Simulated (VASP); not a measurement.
# Bi (R-3m) in VASP: notebook

One crystal, Bi, is run at these levels: r2SCAN; tasks: relaxation of cell and atoms.

Everything below comes from runs of VASP 6.6.1. Logs are shortened: lines on timing, memory, paths and dates and some standing lists are left out, and cuts for length are marked.

### 1 Starting point

The structure is trigonal, space group R-3m (No. 166). The conventional cell has a = 4.535 Å, b = 4.535 Å, c = 11.814 Å, α = 90.00°, β = 90.00°, γ = 120.00°. Bi (site symmetry 3m) has 6 Bi at 3.06 to 3.52 Å as nearest neighbours.

### 2 Relaxation of cell and atoms, r2SCAN

INCAR

```
SYSTEM = Bi
PREC = Accurate
ENCUT = 600
EDIFF = 1E-6
ISMEAR = 1
SIGMA = 0.1
LREAL = .FALSE.
LASPH = .TRUE.
NELM = 80
ALGO = Normal
ISIF = 3
LWAVE = .FALSE.
LCHARG = .FALSE.
METAGGA = R2SCAN
LMIXTAU = .TRUE.
IBRION = 2
NSW = 90
EDIFFG = -0.01
```

KPOINTS

```
regular mesh
0
G
  12 12 12
  0 0 0
```

POSCAR

```
Bi
1.0
    2.2675000000      1.3091417354      3.9380000000
   -2.2675000000      1.3091417354      3.9380000000
    0.0000000000     -2.6182834708      3.9380000000
Bi
2
Direct
    0.2340000000      0.2340000000      0.2340000000
    0.7660000000      0.7660000000      0.7660000000
```

Potentials or basis: VASP PAW PBE potentials, release 64 (Bi_d).

Run with:

```bash
$ cat potpaw_PBE.64/Bi_d/POTCAR > POTCAR
$ mpirun -np 1 vasp_std > vasp.out
```

OUTCAR:

```text
SYSTEM = Bi
   PREC = Accurate
   ENCUT = 600
   EDIFF = 1E-6
   ISMEAR = 1
   LREAL = .FALSE.
   LASPH = .TRUE.
   NELM = 80
   ISIF = 3
   METAGGA = R2SCAN
   IBRION = 2
   NSW = 90
   EDIFFG = -0.01

 ion  position               nearest neighbor table
   1  0.234  0.234  0.234-   2 3.06   2 3.06   2 3.06   2 3.52   2 3.52   2 3.52
   2  0.766  0.766  0.766-   1 3.06   1 3.06   1 3.06   1 3.52   1 3.52   1 3.52

  LATTYP: Found a trigonal (rhomboedric) cell.
 ALAT       =     4.7289800521
 COS(alpha) =     0.5401781303

  Lattice vectors:

 A1 = (   2.2675000000,   1.3091417354,   3.9380000000)
 A2 = (  -2.2675000000,   1.3091417354,   3.9380000000)
 A3 = (   0.0000000000,  -2.6182834708,   3.9380000000)

Analysis of symmetry for initial positions (statically):
=====================================================================
 Subroutine PRICEL returns:
 Original cell was already a primitive cell.

 Routine SETGRP: Setting up the symmetry group for a
 trigonal (rhombohedral) supercell.

 Subroutine GETGRP returns: Found 12 space group operations
 (whereof 12 operations were pure point group operations)
 out of a pool of 12 trial point group operations.

The static configuration has the point symmetry D_3d.

Analysis of symmetry for dynamics (positions and initial velocities):
=====================================================================
 Subroutine PRICEL returns:
 Original cell was already a primitive cell.

 Routine SETGRP: Setting up the symmetry group for a
 trigonal (rhombohedral) supercell.

 Subroutine GETGRP returns: Found 12 space group operations
 (whereof 12 operations were pure point group operations)
 out of a pool of 12 trial point group operations.

The dynamic configuration has the point symmetry D_3d.

 Subroutine INISYM returns: Found 12 space group operations
 (whereof 12 operations are pure point group operations),
 and found     1 'primitive' translations

----------------------------------------------------------------------------------------

                                     Primitive cell

  volume of cell :      70.1392

  direct lattice vectors                    reciprocal lattice vectors
     2.267500000  1.309141735  3.938000000     0.220507166  0.127309872  0.084645336
    -2.267500000  1.309141735  3.938000000    -0.220507166  0.127309872  0.084645336
     0.000000000 -2.618283471  3.938000000     0.000000000 -0.254619744  0.084645336

  length of vectors
     4.728980052  4.728980052  4.728980052     0.268320791  0.268320791  0.268320791

  position of ions in fractional coordinates (direct lattice)
     0.234000000  0.234000000  0.234000000
     0.766000000  0.766000000  0.766000000

  ion indices of the primitive-cell ions
   primitive index   ion index
                 1           1
                 2           2

----------------------------------------------------------------------------------------

 KPOINTS: regular mesh

Automatic generation of k-mesh.
 Grid dimensions read from file:
 generate k-points for:   12   12   12

 Generating k-lattice:

  Cartesian coordinates                     Fractional coordinates (reciprocal lattice)
     0.018375597  0.010609156  0.007053778     0.083333333 -0.000000000  0.000000000
    -0.018375597  0.010609156  0.007053778    -0.000000000  0.083333333  0.000000000
     0.000000000 -0.021218312  0.007053778     0.000000000  0.000000000  0.083333333

  Length of vectors
     0.022360066  0.022360066  0.022360066

  Shift w.r.t. Gamma in fractional coordinates (k-lattice)
     0.000000000  0.000000000  0.000000000

 Subroutine IBZKPT returns following result:
 ===========================================

 Found    189 irreducible k-points:

 Following reciprocal coordinates:
            Coordinates               Weight
  0.000000  0.000000  0.000000      1.000000
  0.083333  0.000000  0.000000      6.000000
  0.166667  0.000000 -0.000000      6.000000
  0.250000  0.000000  0.000000      6.000000
  0.333333  0.000000  0.000000      6.000000
  0.416667  0.000000 -0.000000      6.000000
[... 16 lines left out ...]
  0.500000  0.166667  0.000000     12.000000
 -0.416667  0.166667  0.000000     12.000000
 [... further k-points ...]
   k-points           NKPTS =    189   k-points in BZ     NKDIM =    189   number of bands    NBANDS=     19
   number of dos      NEDOS =    301   number of ions     NIONS =      2
   total plane-waves  NPLWV =  64000
   dimension x,y,z NGX =    40 NGY =   40 NGZ =   40
   dimension x,y,z NGXF=    80 NGYF=   80 NGZF=   80
   ions per type =               2
   NGX,Y,Z   is equivalent  to a cutoff of  14.06, 14.06, 14.06 a.u.
   NGXF,Y,Z  is equivalent  to a cutoff of  28.12, 28.12, 28.12 a.u.
 SYSTEM =  Bi
   PREC   = accura    normal or accurate (medium, high low for compatibility)
   ISTART =      0    job   : 0-new  1-cont  2-samecut
   ICHARG =      2    charge: 1-file 2-atom 10-const
   ISPIN  =      1    spin polarized calculation?
   LNONCOLLINEAR =      F non collinear calculations
   LSORBIT =      F    spin-orbit coupling
   LASPH  =      T    aspherical Exc in radial PAW
   ENCUT  =  600.0 eV  44.10 Ry    6.64 a.u.   9.44  9.44  9.44*2*pi/ulx,y,z
   NELM   =     80;   NELMIN=  2; NELMDL= -5     # of ELM steps
   EDIFF  = 0.1E-05   stopping-criterion for ELM
   LREAL  =      F    real-space projection
   EDIFFG = -.1E-01   stopping-criterion for IOM
   NSW    =     90    number of steps for IOM
   IBRION =      2    ionic relax: 0-MD 1-quasi-New 2-CG
   NFREE  =      1    steps in history (QN), initial steepest desc. (CG)
   ISIF   =      3    stress and relaxation
   ISYM   =      2    0-nonsym 1-usesym 2-fastsym
   POTIM  = 0.5000    time-step for ionic-motion
   TEBEG  =    0.0;   TEEND  =   0.0 temperature during run
   PSTRESS=    0.0 pullay stress
   NELECT =      30.0000    total number of electrons
   NUPDOWN=      -1.0000    fix difference up-down
   EMIN   =  10.00;   EMAX   =-10.00  energy-range for DOS
   EFERMI =   0.00;   METHOD = LEGACY
   ISMEAR =     1;   SIGMA  =   0.10  broadening in eV -4-tet -1-fermi 0-gaus
   EFERMI_NEDOS =   21; number of points for ismear=-14 and -15
   IALGO  =     38    algorithm
   IMIX   =      4    mixing-type and parameters
     AMIX     =   0.40;   BMIX     =  1.00
     AMIX_MAG =   1.60;   BMIX_MAG =  1.00
  volume/ion in A,a.u.               =      35.07       236.66
  Fermi-wavevector in a.u.,A,eV,Ry     =   1.233469  2.330919 20.700530  1.521446
  Thomas-Fermi vector in A             =   2.368198
   LORBIT       =      0    0 simple, 1 ext, 2 COOP (PROOUT), +10 PAW based schemes
   METAGGA = R2SCAN    functional components
   LHFCALC =     F    Hartree Fock is set to
   AEXX    =    0.0000 exact exchange contribution
   IVDW    =     0    specifies the selected vdW correction
   LEPSILON=     F    determine dielectric tensor
   LRPA    =     F    only Hartree local field effects (RPA)
 conjugate gradient relaxation of ions
 non-spin polarized calculation
 Methfessel and Paxton  Order N= 1 SIGMA  =   0.10
  energy-cutoff  :      600.00
  volume of cell :       70.14
 maximum number of plane-waves:      2367
 NGX is ok and might be reduce to    40
   NGX = 19   NGY = 19   NGZ = 19

--------------------------------------- Ionic step        1  -------------------------------------------

 number of electron      30.0000001 magnetization

 Free energy of the ion-electron system (eV)
  ---------------------------------------------------
  ext. energy  EPLUGINS =         0.00000000
  ---------------------------------------------------
  free energy    TOTEN  =      -116.98831514 eV

  energy without entropy =     -116.98844975  energy(sigma->0) =     -116.98836001

------------------------ aborting loop because EDIFF is reached ----------------------------------------

  FORCE on cell =-STRESS in cart. coord.  units (eV):
  Direction    XX          YY          ZZ          XY          YZ          ZX
  --------------------------------------------------------------------------------------
  -------------------------------------------------------------------------------------
  Total        0.4877932      0.4877932      0.7215110      0.0000000     -0.0000000      0.0000000
  in kB       11.1425705     11.1425705     16.4813443      0.0000000     -0.0000000      0.0000000
  external PRESSURE =      12.9221618 kB  Pullay stress =       0.0000000 kB
[... 89 lines left out ...]
  FREE ENERGIE OF THE ION-ELECTRON SYSTEM (eV)
  ---------------------------------------------------
  free  energy   TOTEN  =      -116.9962537034 eV

  energy  without entropy=     -116.9963492645  energy(sigma->0) =     -116.99628556

 E-fermi :   5.8767     XC(G=0): -10.0229

 val. band max:        5.8704489750   @ k =   0.4167   0.2500   0.2500
 cond. band min:       5.8883677925   @ k =   0.4167   0.0833   0.0833
 fundamental gap:      0.0179188175
 Fermi energy:         5.8766529139

 k-point     1 :       0.0000    0.0000    0.0000
  band No.  band energies     occupation
      1     -17.7075      2.00000
      2     -17.7075      2.00000
      3     -17.5525      2.00000
      4     -17.5525      2.00000
      5     -17.5321      2.00000
      6     -17.3602      2.00000
[... 505 lines left out ...]
      6     -17.4478      2.00000
[... 11 lines left out ...]
     18       9.2199      0.00000
     19      12.9683      0.00000

 [... further k-points ...]

[... ionic steps 4 to 14 ...]

--------------------------------------- Ionic step       15  -------------------------------------------

 number of electron      29.9999999 magnetization

------------------------ aborting loop because EDIFF is reached ----------------------------------------
[... 67 lines left out ...]
--------------------------------------- Ionic step       17  -------------------------------------------

 number of electron      29.9999999 magnetization

 Free energy of the ion-electron system (eV)
  ---------------------------------------------------
  ext. energy  EPLUGINS =         0.00000000
  ---------------------------------------------------
  free energy    TOTEN  =      -117.00272877 eV

  energy without entropy =     -117.00290481  energy(sigma->0) =     -117.00278745

 E-fermi :   5.8250     XC(G=0):  -9.9706

 val. band max:        5.8194787711   @ k =   0.4167   0.0833   0.0833
 cond. band min:       5.8379032563   @ k =   0.4167   0.2500   0.2500
 fundamental gap:      0.0184244852
 Fermi energy:         5.8250058889

 k-point     1 :       0.0000    0.0000    0.0000
  band No.  band energies     occupation
      1     -17.7883      2.00000
      2     -17.7883      2.00000
      3     -17.6338      2.00000
      4     -17.6338      2.00000
      5     -17.6122      2.00000
      6     -17.4412      2.00000
[... 505 lines left out ...]
      6     -17.5282      2.00000
[... 11 lines left out ...]
     18       9.1165      0.00000
     19      12.8144      0.00000

 [... further k-points ...]

------------------------ aborting loop because EDIFF is reached ----------------------------------------

  FORCE on cell =-STRESS in cart. coord.  units (eV):
  Direction    XX          YY          ZZ          XY          YZ          ZX
  --------------------------------------------------------------------------------------
  -------------------------------------------------------------------------------------
  Total        0.0097470      0.0097470     -0.0043098      0.0000000     -0.0000000      0.0000000
  in kB        0.2129031      0.2129031     -0.0941399      0.0000000     -0.0000000      0.0000000
  external PRESSURE =       0.1105554 kB  Pullay stress =       0.0000000 kB
[... 17 lines left out ...]
  FREE ENERGIE OF THE ION-ELECTRON SYSTEM (eV)
  ---------------------------------------------------
  free  energy   TOTEN  =      -117.0027287671 eV

  energy  without entropy=     -117.0029048146  energy(sigma->0) =     -117.00278745

 reached required accuracy - stopping structural energy minimisation
```

It took 3.1 h on 1 thread of Intel Xeon Platinum 8488C (Sapphire Rapids), shared host; peak memory 0.48 GiB.

Results:

- Free energy: -117.0027 eV
- Relaxed volume: 36.67 Å³/atom
- Relaxed cell: a = 4.884 Å, b = 4.884 Å, c = 4.884 Å, α = 55.28°, β = 55.28°, γ = 55.28°
- Space group after relaxing (to 0.05 Å): R-3m (No. 166)
- Energy gained by relaxing: 7.2 meV/atom
- Ionic steps: 17
- Pressure after relaxing: 0.0 GPa
- Largest force after relaxing: 0.004 eV/Å
- Band gap on the k mesh: none (metal or under the smearing width)

Forces in eV/Å, atoms in the order of the input:
```
Bi   0.000  0.000 -0.004
Bi   0.000  0.000  0.004
```

Step by step:
| step | energy change (eV) | largest force (eV/Å) | pressure (GPa) | volume (Å³) |
| --- | --- | --- | --- | --- |
| 1 | 0.0000 | 0.0500 | 1.29 | 70.14 |
| 2 | -0.0058 | 0.1697 | -0.74 | 73.05 |
| 3 | -0.0079 | 0.0958 | -0.04 | 72.04 |
| 4 | -0.0098 | 0.0834 | -0.03 | 72.21 |
| 5 | -0.0134 | 0.0462 | 0.03 | 72.72 |
| 6 | -0.0126 | 0.0484 | 0.25 | 73.68 |
| 7 | -0.0143 | 0.0053 | 0.10 | 73.15 |
| 8 | -0.0143 | 0.0084 | 0.11 | 73.12 |
| 9 | -0.0142 | 0.0336 | -0.39 | 73.70 |
| 10 | -0.0144 | 0.0124 | 0.03 | 73.27 |
| 11 | -0.0144 | 0.0139 | 0.07 | 73.31 |
| 12 | -0.0144 | 0.0196 | 0.00 | 73.51 |
| 13 | -0.0143 | 0.0233 | -0.06 | 73.57 |
| 14 | -0.0143 | 0.0228 | -0.16 | 73.53 |
| 15 | -0.0144 | 0.0223 | -0.13 | 73.51 |
| 16 | -0.0141 | 0.0348 | 0.27 | 73.00 |
| 17 | -0.0144 | 0.0044 | 0.01 | 73.35 |

Final structure:
```xyz
2
Lattice="2.2659 1.3082 4.1242 -2.2659 1.3082 4.1242 0.0000 -2.6164 4.1242" Properties=species:S:1:pos:R:3 pbc="T T T"
Bi    0.0000    0.0000    2.8673
Bi    0.0000    0.0000    9.5054
```

Caveat: the PAW data sets were made with another functional, which shifts forces and pressure a little; spin-orbit coupling is left out, which moves the levels of the heavy elements.

(Continued in part 2 of 2.)
